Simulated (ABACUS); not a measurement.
# TiO2 (P4_2/mnm) in ABACUS: a series of runs

Runs on TiO2. Level: PBE. Tasks: equation of state.

Program: ABACUS 3.10.1. These are calculated values, not measurements. Logs are shortened: lines on timing, memory, paths and dates and some standing lists are left out, and cuts for length are marked.

### 1 The structure

The structure is tetragonal, space group P4_2/mnm (No. 136). Conventional cell: a = 4.600 Å, b = 4.600 Å, c = 2.959 Å, α = 90.00°, β = 90.00°, γ = 90.00°. Around Ti (site symmetry mmm) lie 6 O at 1.95 to 1.98 Å. O (site symmetry m2m) has 3 Ti at 1.95 to 1.98 Å as nearest neighbours.

The cell is a database's computed one.

### 2 Equation of state, PBE, 9.81 Å³/atom (volume scaled by 0.94)

INPUT

```
INPUT_PARAMETERS
suffix              TiO2
calculation         scf
basis_type          lcao
pseudo_dir          ./
orbital_dir         ./
latname             st
symmetry            1
dft_functional      pbe
ecutwfc             100
pseudo_rcut         7
nspin               1
nbands              29
ks_solver           genelpa
smearing_method     fd
smearing_sigma      0.00367493
scf_thr             1e-07
scf_nmax            100
mixing_type         broyden
mixing_beta         0.7
cal_force           1
cal_stress          1
out_mul             1
```

STRU

```
ATOMIC_SPECIES
Ti 47.8670 Ti.upf
O 15.9990 O.upf

NUMERICAL_ORBITAL
Ti_confined-atom_7au_3s2p2d1f.orb
O_confined-atom_6au_2s2p1d.orb

LATTICE_CONSTANT
8.5149863826

LATTICE_PARAMETERS
0.6433300466

ATOMIC_POSITIONS
Direct

Ti
0.0
2
0.0000000000 0.0000000000 0.5000000000 1 1 1
0.5000000000 0.5000000000 0.0000000000 1 1 1

O
0.0
4
0.3043213200 0.3043213200 0.5000000000 1 1 1
0.1956786800 0.8043213200 0.0000000000 1 1 1
0.8043213200 0.1956786800 0.0000000000 1 1 1
0.6956786800 0.6956786800 0.5000000000 1 1 1
```

KPT

```
K_POINTS
0
Gamma
4 4 6 0 0 0
```

Potentials or basis: PseudoDojo NC SR 0.4.1 PBE standard, DZP LCAO (the cutoffs set its grid).

Command:

```sh
> OMP_NUM_THREADS=1 mpirun -np 4 abacus > log
```

running log:

```text
ABACUS v3.10.1

               Atomic-orbital Based Ab-initio Computation at UStc

 ------------------------------------------------------------------------------------

 READING GENERAL INFORMATION
                           global_out_dir = OUT.TiO2/
                           global_in_card = INPUT
                               pseudo_dir = ./
                              orbital_dir = ./
                                    DSIZE = 4
                                    GSIZE = 1

 READING UNITCELL INFORMATION
                                    ntype = 2
                  lattice constant (Bohr) = 8.51499
              lattice constant (Angstrom) = 4.50593

 READING ATOM TYPE 1
                               atom label = Ti
                      L=0, number of zeta = 3
                      L=1, number of zeta = 2
                      L=2, number of zeta = 2
                      L=3, number of zeta = 1
             number of atom for this type = 2

 READING ATOM TYPE 2
                               atom label = O
                      L=0, number of zeta = 2
                      L=1, number of zeta = 2
                      L=2, number of zeta = 1
             number of atom for this type = 4

                        TOTAL ATOM NUMBER = 6
DIRECT COORDINATES
    atom                   x                   y                   z     mag                  vx                  vy                  vz
taud_Ti1            0.0000000000        0.0000000000        0.5000000000  0.0000        0.0000000000        0.0000000000        0.0000000000
taud_Ti2            0.5000000000        0.5000000000        0.0000000000  0.0000        0.0000000000        0.0000000000        0.0000000000
taud_O1            0.3043213200        0.3043213200        0.5000000000  0.0000        0.0000000000        0.0000000000        0.0000000000
taud_O2            0.1956786800        0.8043213200        0.0000000000  0.0000        0.0000000000        0.0000000000        0.0000000000
taud_O3            0.8043213200        0.1956786800        0.0000000000  0.0000        0.0000000000        0.0000000000        0.0000000000
taud_O4            0.6956786800        0.6956786800        0.5000000000  0.0000        0.0000000000        0.0000000000        0.0000000000

                          Volume (Bohr^3) = 397.178
                             Volume (A^3) = 58.8557

 Lattice vectors: (Cartesian coordinate: in unit of a_0)
                   +1                  +0                  +0
                   +0                  +1                  +0
                   +0                  +0            +0.64333
 Reciprocal vectors: (Cartesian coordinate: in unit of 2 pi/a_0)
                   +1                  -0                  +0
                   -0                  +1                  -0
                   +0                  -0            +1.55441
 The esolver type has been set to : ksdft_lcao

                PAO radial cut off (Bohr) = 7

 Read in pseudopotential file is Ti.upf
                     pseudopotential type = NC
          exchange-correlation functional = PBE
                 nonlocal core correction = 1
                        valence electrons = 12
                                     lmax = 2
                           number of zeta = 4
                     number of projectors = 6
                           L of projector = 0
[... 5 lines left out ...]
                PAO radial cut off (Bohr) = 7

 Read in pseudopotential file is O.upf
                     pseudopotential type = NC
          exchange-correlation functional = PBE
                 nonlocal core correction = 1
                        valence electrons = 6
                                     lmax = 2
                           number of zeta = 2
                     number of projectors = 5
                           L of projector = 0
                           L of projector = 0
                           L of projector = 1
                           L of projector = 1
                           L of projector = 2
     initial pseudo atomic orbital number = 36

 SETUP THE ELECTRONS NUMBER
            electron number of element Ti = 12
      total electron number of element Ti = 24
             electron number of element O = 6
       total electron number of element O = 24
            AUTOSET number of electrons:  = 48
                           occupied bands = 24
                                   NLOCAL = 104
                                   NBANDS = 29
                                   NBANDS = 29
                                   NLOCAL = 104

[... 79 lines left out ...]
                       right hand lattice = 1
(for reciprocal lattice: )
                             BRAVAIS TYPE = 5
                     BRAVAIS LATTICE NAME = 05. Tetrogonal P (simple)
                                    ibrav = 5
                       right hand lattice = 1
(for k-lattice: )
                             BRAVAIS TYPE = 5
                     BRAVAIS LATTICE NAME = 05. Tetrogonal P (simple)
                                    ibrav = 5
                       right hand lattice = 1
                        ROTATION MATRICES = 16
                               nkstot_ibz = 24
K-POINTS REDUCTION ACCORDING TO SYMMETRY
     IBZ    DIRECT_X    DIRECT_Y    DIRECT_Z  WEIGHT  ibz2bz
       1  0.00000000  0.00000000  0.00000000  0.0104       0
       2  0.25000000  0.00000000  0.00000000  0.0417       1
       3  0.50000000  0.00000000  0.00000000  0.0208       2
       4  0.25000000  0.25000000  0.00000000  0.0417       5
       5  0.50000000  0.25000000  0.00000000  0.0417       6
       6  0.50000000  0.50000000  0.00000000  0.0104      10
[... 16 lines left out ...]
      23  0.50000000  0.25000000  0.50000000  0.0417      54
      24  0.50000000  0.50000000  0.50000000  0.0104      58

                               nkstot now = 24
[... K-POINTS DIRECT COORDINATES: 24 rows ...]

           k-point number in this process = 24
       minimum distributed K point number = 24
[... stars of the k points ...]

[... K-POINTS CARTESIAN COORDINATES: 24 rows ...]

[... K-POINTS DIRECT COORDINATES: 24 rows ...]

 SETUP PLANE WAVES FOR WAVE FUNCTIONS
     energy cutoff for wavefunc (unit:Ry) = 100
              fft grid for wave functions = [ 60, 60, 36 ]
                    number of plane waves = 8411
                         number of sticks = 673

 PARALLEL PW FOR WAVE FUNCTIONS
     PROC   COLUMNS(POT)             PW
        1            169           2103
        2            169           2103
        3            167           2103
        4            168           2102
 --------------- sum -------------------
        4            673           8411

 SET NONLOCAL PSEUDOPOTENTIAL PROJECTORS
 SET NONLOCAL PSEUDOPOTENTIAL PROJECTORS
 max number of nonlocal projetors among all species is 6

 -------------------------------------------
 SELF-CONSISTENT
 -------------------------------------------

 SETUP SEARCHING RADIUS FOR PROGRAM TO SEARCH ADJACENT ATOMS
                  longest orb rcut (Bohr) = 7
   longest nonlocal projector rcut (Bohr) = 1.7
                     search radius (Bohr) = 17.4
              searching radius is (Bohr)) = 17.4
         searching radius unit is (Bohr)) = 8.51
                         PeriodicBoundary = 1
                        Radius(unit:lat0) = 2.04
                                   glayer = [ 4, 4, 5 ]
                             glayer_minus = [ 3, 3, 4 ]

Find the coordinate range of the input atom(unit:lat0).
                                  min_tau = [ -3, -3, -2.57 ]
                                  max_tau = [ 3.8, 3.8, 2.89 ]
                                BoxNumber = [ 7, 7, 9 ]

 SETUP EXTENDED REAL SPACE GRID FOR GRID INTEGRATION
                          real space grid = [ 60, 60, 36 ]
                 big cell numbers in grid = [ 12, 12, 12 ]
             meshcell numbers in big cell = [ 5, 5, 3 ]
                        extended fft grid = [ 10, 10, 16 ]
                dimension of extened grid = [ 33, 33, 45 ]
                            UnitCellTotal = 45
              Atom number in sub-FFT-grid = 6
    Local orbitals number in sub-FFT-grid = 104
                                ParaV.nnr = 95152
                                 init_chg = atomic

 LCAO ALGORITHM --------------- ION=   1  ELEC=   1--------------------------------

 Density error is 0.168241823194
----------------------------------------------------------
     Energy           Rydberg                 eV
----------------------------------------------------------
 E_KohnSham     -369.0299361642      -5020.9098644093
 E_Harris       -370.7649821104      -5044.5163755695
 E_Fermi        0.6165447969         8.3885223099
----------------------------------------------------------
[... 124 lines left out ...]
 Density error is 1.35975734743e-08
----------------------------------------------------------
     Energy           Rydberg                 eV
----------------------------------------------------------
 E_KohnSham     -370.3561855228      -5038.9544126554
 E_KS(sigma->0) -370.3561855228      -5038.9544126552
 E_Harris       -370.3561845820      -5038.9543998549
 E_band         -25.8551882356       -351.7778828673
 E_one_elec     -115.1875675652      -1567.2072576465
 E_Hartree      83.0044584300        1129.3335940526
 E_xc           -68.5820471965       -933.1066223770
 E_Ewald        -269.5910291912      -3667.9741266842
 E_entropy(-TS) -0.0000000000        -0.0000000003
 E_descf        0.0000000000         0.0000000000
 E_exx          0.0000000000         0.0000000000
 E_Fermi        0.8079139743         10.9922335442
----------------------------------------------------------

 charge density convergence is achieved
 final etot is -5038.9544127 eV
 EFERMI = 10.992233544 eV

 STATE ENERGY(eV) AND OCCUPATIONS    NSPIN == 1
 1/24 kpoint (Cartesian) = 0.0000 0.0000 0.0000 (1683 pws)
       1       -46.7166      0.0208333
       2       -46.6935      0.0208333
       3       -23.1114      0.0208333
       4       -23.1114      0.0208333
       5       -22.9026      0.0208333
       6       -22.9026      0.0208333
[... 176 lines left out ...]
      28        12.7356    1.49968e-17
      29        14.1909    3.43257e-30

[... levels at 18 further k points ...]

 correction force for each atom along direction 1 is 1.34337e-14
 correction force for each atom along direction 2 is 1.20164e-14
 correction force for each atom along direction 3 is -1.39984e-14
------------------------------------------------------------------------------------------
 TOTAL-FORCE (eV/Angstrom)
------------------------------------------------------------------------------------------
                       Ti1         0.0000000000         0.0000000000         0.0000000000
                       Ti2         0.0000000000         0.0000000000         0.0000000000
                        O1        -0.1963369832        -0.1963369832         0.0000000000
                        O2         0.1963369832        -0.1963369832         0.0000000000
                        O3        -0.1963369832         0.1963369832         0.0000000000
                        O4         0.1963369832         0.1963369832         0.0000000000
------------------------------------------------------------------------------------------

----------------------------------------------------------------
 TOTAL-STRESS (KBAR)
----------------------------------------------------------------
       207.0635700959         0.0000000000         0.0000000000
         0.0000000000       207.0635700959         0.0000000000
         0.0000000000         0.0000000000       246.7493844595
----------------------------------------------------------------
 TOTAL-PRESSURE: 220.292175 KBAR

 --------------------------------------------
 !FINAL_ETOT_IS -5038.9544126554192189 eV
 --------------------------------------------
```

Run time: 25 s. Hardware: 4 MPI ranks of Intel Xeon Platinum 8375C at 2.90GHz (Ice Lake), shared host; peak memory 0.48 GiB.

What came out:

| Property | Result |
| --- | --- |
| Free energy | -5038.9544 eV |
| Pressure | 22.0 GPa |
| Largest force | 0.278 eV/Å |
| Band gap on the k mesh | 1.95 eV, direct |
| Mulliken charges | Ti +0.92, +0.91; O -0.46 e |

Caveat: the atomic orbitals were generated for these runs and aren't a published set; Mulliken charges move with the basis; the basis of atomic orbitals isn't converged, which shifts pressures, moduli and gaps.

### 3 Equation of state, PBE, 10.23 Å³/atom (volume scaled by 0.98)

INPUT is that of step 2.

STRU: that of step 2 with these lines changed.

```diff
@@ -9,3 +9,3 @@
 LATTICE_CONSTANT
-8.5149863826
+8.6340925273
```

KPT is that of step 2.

Potentials or basis: PseudoDojo NC SR 0.4.1 PBE standard, DZP LCAO (the cutoffs set its grid).

Command:

```sh
> OMP_NUM_THREADS=1 mpirun -np 4 abacus > log
```

Run time: 23 s. Hardware: 4 MPI ranks of Intel Xeon Platinum 8375C at 2.90GHz (Ice Lake), shared host; peak memory 0.48 GiB.

Results (log left out):

```yaml
Free_energy: -5039.2009 eV
Pressure: 9.9 GPa
Largest_force: 0.062 eV/Å
Band_gap_on_the_k_mesh: 1.85 eV, direct
Mulliken_charges: Ti +0.94; O -0.47 e
```

Caveat: the atomic orbitals were generated for these runs and aren't a published set; Mulliken charges move with the basis; the basis of atomic orbitals isn't converged, which shifts pressures, moduli and gaps.

### 4 Equation of state, PBE, 10.64 Å³/atom (volume scaled by 1.02)

INPUT is that of step 3.

STRU: that of step 3 with these lines changed.

```diff
@@ -9,3 +9,3 @@
 LATTICE_CONSTANT
-8.6340925273
+8.7500002175
```

KPT is that of step 3.

Command:

```sh
> OMP_NUM_THREADS=1 mpirun -np 4 abacus > log
```

It took 16 s on 4 MPI ranks of Intel Xeon Platinum 8375C at 2.90GHz (Ice Lake), shared host; peak memory 0.48 GiB.

The run converged. Its results:

- Free energy: -5039.2767 eV
- Pressure: 0.1 GPa
- Largest force: 0.125 eV/Å
- Band gap on the k mesh: 1.75 eV, direct
- Mulliken charges: Ti +0.96, +0.97; O -0.48 e

Caveat: the atomic orbitals were generated for these runs and aren't a published set; Mulliken charges move with the basis; the basis of atomic orbitals isn't converged, which shifts pressures, moduli and gaps.

### 5 Equation of state, PBE, 11.06 Å³/atom (volume scaled by 1.06)

INPUT is that of step 4.

STRU: that of step 4 with these lines changed.

```diff
@@ -9,3 +9,3 @@
 LATTICE_CONSTANT
-8.7500002175
+8.8629159001
```

KPT is that of step 4.

Command:

```sh
> OMP_NUM_THREADS=1 mpirun -np 4 abacus > log
```

Run time: 20 s. Hardware: 4 MPI ranks of Intel Xeon Platinum 8375C at 2.90GHz (Ice Lake), shared host; peak memory 0.48 GiB.

Results (log left out):

| Item | Value |
| --- | --- |
| Free energy | -5039.2142 eV |
| Pressure | -7.8 GPa |
| Largest force | 0.286 eV/Å |
| Band gap on the k mesh | 1.66 eV, direct |
| Mulliken charges | Ti +1.00; O -0.50 e |

Caveat: the atomic orbitals were generated for these runs and aren't a published set; Mulliken charges move with the basis; the basis of atomic orbitals isn't converged, which shifts pressures, moduli and gaps.

### 6 Equation of state, PBE

Potentials or basis: PseudoDojo NC SR 0.4.1 PBE standard, DZP LCAO (the cutoffs set its grid).

No new run: the results of the series are fitted here.

Results:

```yaml
Equilibrium_volume: 10.65 Å³/atom
Bulk_modulus_at_fixed_shape_and_positions: 224 GPa
Pressure_derivative_of_the_bulk_modulus: "4.3 (rough: it moves with the points fitted)"
```

Energy against volume, from the lowest point:
```
volume (Å³/atom)  energy (meV/atom)
           9.809              53.71
          10.227              12.63
          10.644               0.00
          11.062              10.42
```

Caveat: the atomic orbitals were generated for these runs and aren't a published set; the cell was scaled at fixed shape and fractional positions, which overstates the stiffness of a crystal with free parameters, most of all of layers and chains; the basis of atomic orbitals isn't converged, which shifts pressures, moduli and gaps.
